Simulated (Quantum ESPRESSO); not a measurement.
Runs of Quantum ESPRESSO 7.5 on PbS (Galena). Symmetry: Fm-3m, No. 225, cubic system. Conventional cell: a = 5.931 Å, b = 5.931 Å, c = 5.931 Å, α = 90.00°, β = 90.00°, γ = 90.00°. Pb (site symmetry m-3m) has 6 S at 2.97 Å as nearest neighbours. S (site symmetry m-3m) is surrounded by 6 Pb at 2.97 Å. 

| task | level | potentials or basis | cutoff (eV) | gap on the mesh (eV) | pressure (GPa) | V0 of scaled cells (Å³/atom) | B0 (GPa) |
| --- | --- | --- | --- | --- | --- | --- | --- |
| band structure | vdW-DF-cx | PseudoDojo 0.4.1 SR PBE standard | 762 | (c) | -0.2 | - | - |
| equation of state | AM05 | PseudoDojo 0.4.1 SR PBE standard | 762 | - | - | 25.99 | 56 |
| band structure | N12 | PseudoDojo 0.4.1 SR PBE standard | 762 | (b) | (a) | - | - |
| band structure | PBE | JTH 2.0 PBE | 490 | 0.36 | - | - | - |
| equation of state | vdW-DF-cx | PseudoDojo 0.4.1 SR PBE standard | 762 | - | - | 26.01 | 59 |

Alike in all rows: no spin polarisation; cell as given; k mesh 8 × 8 × 8; smearing fermi-dirac 0.05 eV.

Fill in the values left out.

(a) 0.6; (b) 0.50; (c) 0.33.

Caveats: the potentials were made for another functional, which shifts forces and pressure (some runs); spin-orbit coupling is left out, which as a rule narrows the gap of such compounds by several tenths of an eV (some runs); the cutoff is low for these files, which shifts pressure and relaxed volume (some runs); some levels on the path didn't converge (some runs).

A k mesh can miss the band edges, and the runs leave out spin-orbit coupling on Pb.
